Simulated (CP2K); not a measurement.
The system is As.

```
As
1.0
     4.13100    0.00000    0.00000
     2.41839    3.34911    0.00000
     2.41839    1.23667    3.11243
As
2
Direct
  0.22600 0.22600 0.22600
  0.77400 0.77400 0.77400
```

Program: CP2K 2026.2. Alike in all runs: task band structure; level PBE; no spin polarisation; cell as given; k mesh 9 × 9 × 9; smearing fermi-dirac 0.05 eV. Hardware: 1 thread of Arm Neoverse V1 (shared host).

Question: Order these runs on this cell by their wall time, lowest first.
A. potentials or basis GTH_POTENTIALS As GTH-PBE-q5; TZVP-MOLOPT-SR-GTH basis; basis sets As TZVP-MOLOPT-SR-GTH-q5; potentials As GTH-PBE-q5 of GTH_POTENTIALS; ADDED_MOS [10]
B. potentials or basis GTH_POTENTIALS As GTH-PBE-q5; SZV-MOLOPT-SR-GTH basis; basis sets As SZV-MOLOPT-SR-GTH-q5; potentials As GTH-PBE-q5 of GTH_POTENTIALS; ADDED_MOS [3]
C. potentials or basis POTENTIAL_UZH As GTH-PBE-q5; TZV2P-MOLOPT-PBE-GTH basis; basis sets As TZV2P-MOLOPT-PBE-GTH-q5; potentials As GTH-PBE-q5 of POTENTIAL_UZH; ADDED_MOS [10]

Answer: B (6.7 s), A (14 s), C (43 s).
